A simulation of a quartz-type crystal of SiO₂ is being set up with density-functional theory. The cell holds 9 atoms and has two equal edges of 5.06 Å, which enclose 120°, and a third edge, *c*, of 5.54 Å at right angles to them. The energy per atom is an average over electron waves, sampled on a mesh of k points. A mesh written 3x3x1 has three divisions along each of the equal edges and one along *c*. A coarse mesh saves work but shifts the energy, and the size of that shift is to be judged with pencil and paper.

## (a) Why does a coarse mesh give a wrong energy, and why does the error fade so quickly in an insulator?

**Solution.** A k point states how the phase of an electron wave advances from one cell to the next. With three divisions along an edge, only those waves are sampled that come back to their starting phase after three cells. The electrons therefore behave as if the crystal were closed into a ring three cells long. With a single division the ring is one cell long, and each cell is its own neighbour.

In such a ring an electron wave can run once around and meet itself. The energy then contains a contribution from this meeting that an endless crystal doesn't have. This contribution is the mesh error. What matters is the distance that the wave must cover before it returns, which is the number of divisions times the cell edge.

In an insulator the wave hardly survives the trip. The occupied electrons are tied to their bonds and atoms, and the link between two distant places in the crystal dies out exponentially with the distance. Each added ångström of ring length thus reduces the error by a roughly constant factor, not by a constant amount. This is why an insulator can go from a poor mesh to an excellent one in a single step.

The same picture can be put into a formula. Let $E(\mathbf k)$ be the energy of the occupied electrons at one k point. It is periodic, so it can be written as a sum of waves,

$$E(\mathbf k)=\sum_{\mathbf R}E_{\mathbf R}\,e^{i\mathbf k\cdot\mathbf R},$$

where $\mathbf R$ runs over the lattice vectors and $E_{\mathbf R}$ measures how strongly cells separated by $\mathbf R$ are linked. The exact average over all k points keeps only the term with $\mathbf R=0$. The average over a mesh also keeps each term whose $\mathbf R$ leads once or several times around the ring, because on the mesh points its phase factor is always 1. As long as the mesh hardly alters the electron density, the error is the sum of these extra terms, and the shortest trips usually dominate it.

The band gap sets how fast the terms fall. An electron with an energy in the middle of the gap lacks half the gap $E_\mathrm g$ to move freely, so its wave decays over a length of about

$$\ell\approx\frac{\hbar}{\sqrt{2m\,(E_\mathrm g/2)}}=\frac{\hbar}{\sqrt{m E_\mathrm g}},$$

with $m$ the mass of a free electron. The gap in this calculation is about 5.7 eV, which gives a length of the order of 1 Å. A tenfold fall takes $\ln 10\approx2.3$ such lengths, hence a few ångström. The free-electron mass is a crude assumption, so this argument fixes the scale and no more.

The argument also gives the trend for a neighbouring case. A larger cell needs fewer divisions, since each division already covers more distance. A smaller gap lets the waves reach further and calls for a longer ring. In a metal there is no gap to separate occupied from empty states, the fast exponential fall is lost, and much denser meshes are needed.

## (b) Turn this picture into a rule with two constants, and estimate the energy error of the meshes 3x3x1 and 3x3x2.

**Solution.** For each edge, multiply the number of divisions by the edge length. The smallest of these products is the shortest repeat $L$. The size $\delta$ of the energy error, whatever its sign, is then roughly

$$\delta\approx 20\ \text{meV per atom}\times10^{-(L-5\,\text{Å})/(2.7\,\text{Å})}.$$

In words: start with 20 meV per atom at 5 Å, and divide by ten for every further 2.7 Å.

The form of the rule comes from part (a), and its two constants come from calculations on this crystal. A straight line was fitted by least squares to the logarithm of the error size against $L$, using the meshes 1x1x1, 3x3x1, 3x3x2 and 3x3x4, and the constants were then rounded. Both worked meshes thus belong to the fit, and the estimates below show how to use the rule, not how well it predicts something new.

For **3x3x1** the repeats are $3\times5.06=15.2$ Å in the plane and $1\times5.54=5.54$ Å along *c*. The short one counts, so $L$ exceeds the starting length by 0.54 Å. This is $0.54/2.7=0.2$ of a tenfold step, and

$$\delta\approx20\times10^{-0.2}\approx13\ \text{meV per atom}.$$

The fine sampling in the plane is of no help here, because the wave still finds a way back after one cell along *c*.

For **3x3x2** the repeat along *c* doubles to 11.1 Å and is still the shortest. It lies 6.1 Å beyond the start, which makes about 2.3 tenfold steps. Two full steps bring 20 down to 0.2, and the remaining fraction roughly halves it, so that $\delta\approx0.1$ meV per atom. One more division along a single edge is expected to make the error about a hundred times smaller.

The rule can also be read backwards. To come down from 20 to 1 meV per atom takes 1.3 tenfold steps, or 3.5 Å, so the shortest repeat should be about 8.5 Å. A tenfold safety margin adds another 2.7 Å and leads to about 11 Å. For this cell that means two divisions along *c* and three along each of the other edges.

## (c) Compare the rule with the computed errors. How far can it be trusted, and where does it break down?

**Solution.** The table gives the errors relative to a 6x6x6 mesh, with the atoms held in place.

SiO₂ (space group P6₄22, 9 atoms) at fixed atomic positions, computed with Ansatz 0.2.0 using PBE, PAW potentials, a 420 eV plane-wave cutoff and Gaussian smearing of 0.02 eV. All k meshes are Γ-centred, and the reference is 6x6x6. Energies are for zero smearing, pressure is positive in compression, and the force change is the largest over atoms and axes.

| k mesh | energy less reference (meV per atom) | pressure less reference (GPa) | largest force change (eV/Å) |
| --- | --- | --- | --- |
| 1x1x1 | 105.69 | -0.746 | 0.640 |
| 3x3x1 | -5.82 | -0.155 | 0.028 |
| 3x3x2 | -0.01 | 0.000 | 0.000 |
| 3x3x4 | -0.01 | 0.001 | 0.000 |
| 6x6x4 | 0.00 | 0.000 | 0.000 |

The computed error of 3x3x1 is 5.82 meV per atom in size, so the estimate of 13 is about twice too large. For 3x3x2 the computed size is about 0.014 meV per atom before the rounding in the table, and the estimate is about eight times too large. The rule errs in the other direction for 1x1x1 and 3x3x4, where it is too small by factors of about six and four. On the four fitted meshes it thus holds within a power of ten, while the errors themselves span almost four powers. For 6x6x4, which was kept out of the fit because its error is only about as large as the rounding of the energies, the rule only says that the error is negligible, and it is.

A new mesh may fare worse. When each of the four meshes is left out in turn and predicted from the other three, the typical miss grows to 1.6 powers of ten, a factor of about 40. This sounds poor, but the error falls so steeply that it corresponds to only $1.6\times2.7\approx4.3$ Å of repeat length. That is less than one cell edge, so one extra division along every edge makes up for it. The rule is a weak guide to the error itself and a useful one to the mesh.

Its largest weakness shows in the first two rows. The meshes 1x1x1 and 3x3x1 have nearly the same shortest repeat, 5.06 and 5.54 Å, yet their errors are 106 and −6 meV per atom. The rule treats all directions as equally strong, whereas the sum in part (a) gives every direction its own terms. In the plane each cell has six nearest repeats, along *c* only two. This count favours the plane threefold. The rest of the difference has several possible sources: the strength and sign of the terms, which no length can reveal, further short repeats, which only 1x1x1 lets in, and a change in the electron density.

The next rows point the same way. From 3x3x1 to 3x3x2 the number of k points doubles and nearly the whole error disappears. From 3x3x2 to 3x3x4 it doubles again, and the energy stays where it was, although the rule promises a further fall by a factor of about 30. The tiny error that is left comes from the plane, where both meshes repeat after 15.2 Å. It all but vanishes at 6x6x4, which differs from 3x3x4 only there. Extra points pay off only along the direction that still causes the error.

Nor does the table prove that the shortest repeat is the right measure. A line of the same form, based on the mean repeat length (the cube root of the cell volume times the number of k points), fits the four meshes about equally well. It even predicts a left-out mesh better, with a typical miss of 0.95 instead of 1.6 powers of ten, though four meshes are too few to settle the matter. The shortest repeat is preferred here because the argument of part (a) leads to it, and because it names an edge to refine first. Even this hint can fail: at 3x3x2 it names *c*, although the error that is left comes from the plane.

The rule also gives no sign, and the sign can mislead. The energy at 3x3x1 lies below that of the reference, but this doesn't make it the better value. Improving the electron waves on a given mesh can only lower the energy, whereas changing the mesh changes the average itself and can move the energy either way. A mesh must be judged by whether the energy stops changing when every edge is given more divisions, never by whether it is low.

Finally, the two constants describe energies, not pressures or forces. In the table these settle at the same mesh as the energy, 3x3x2, but on a coarse mesh the pressure can look better than it is. At 1x1x1 its error is −0.75 GPa, while the stress is wrong by −3.4 GPa along *c* and by +0.6 GPa along the directions in the plane. The pressure is the mean over three directions, and part of the error cancels in it. If the shape of the cell is to be optimised, the separate stresses are what must be converged.
